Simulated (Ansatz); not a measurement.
# Ta (omega type): the cost of one run

Method: DFT PBE, with the methods named in each step, in Ansatz 0.2.0.

1 further run of the same task is left out (it didn't finish).

### Step 1. The starting structure

Symmetry: P6/mmm, No. 191, hexagonal system. The conventional cell has a = 4.678 Å, b = 4.678 Å, c = 2.900 Å, α = 90.00°, β = 90.00°, γ = 120.00°. Ta (site symmetry 6/mmm) is surrounded by 14 Ta at 2.90 to 3.07 Å. Around Ta (site symmetry -6m2) lie 11 Ta at 2.70 to 3.07 Å.

Coordinates:

```
CELL_PARAMETERS angstrom
4.67788 0.00000 0.00000
-2.33894 4.05117 0.00000
0.00000 0.00000 2.90029
ATOMIC_POSITIONS crystal
Ta 0.00000 0.00000 0.00000
Ta 0.33333 0.66667 0.50000
Ta 0.66667 0.33333 0.50000
```

Whether this phase is the stable one at these pressures isn't tested.

Atoms are numbered in the order of the input: Ta1, Ta2, Ta3.

### Step 2. Cell relaxed at zero pressure, PAW

The input, input.yaml:

```yaml
crystal:
  lattice:
    - [4.6778831517, 0.0, 0.0]
    - [-2.3389415758, 4.0511656453, 0.0]
    - [0.0, 0.0, 2.900287554]
  atoms:
    - { symbol: Ta, position: [0.0, 0.0, 0.0] }
    - { symbol: Ta, position: [0.3333333333, 0.6666666667, 0.5] }
    - { symbol: Ta, position: [0.6666666667, 0.3333333333, 0.5] }
kpoints:
  mp_grid: { grid: [9, 9, 12] }
scf:
  occupations: { method: fermi_dirac, width: 0.05 }
hamiltonian:
  xc: pbe
  pseudopotentials: { kind: paw }
output:
  forces: true
  stress: true
relax:
  f_tol: 0.005
  max_steps: 40
  cell: {}
```

Started as:

```
$ ansatz run input.yaml --threads 1 --pin off --max-ram 3072MiB --backend cpu --events-out ev --progress --plain --runs-dir out
```

**Question.** How long does this run take on 1 thread of Arm Neoverse V2, shared host, and how much memory does it need?

About 25 s, with a peak of 0.37 GiB.
